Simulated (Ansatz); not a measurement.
System: CaO (rock salt type), 2 atoms in the cell.

Level of theory: PBE, plane waves, PAW datasets (earlier set, tuned by hand) (Ansatz 0.2.0 development build).

Cutoff 930 eV; k-mesh 6×6×6 Γ-centred; Fermi–Dirac smearing of 0.02 eV; no spin polarisation.

```
CELL_PARAMETERS angstrom
0.00000 2.41500 2.41500
2.41500 0.00000 2.41500
2.41500 2.41500 0.00000
ATOMIC_POSITIONS crystal
Ca 0.00000 0.00000 0.00000
O 0.50000 0.50000 0.50000
```

Problem. Is the cell under compression or tension, and by how much?

Solution. The pressure is 0.05 GPa, close to zero.

The stress includes the program's correction for the finite plane-wave basis.
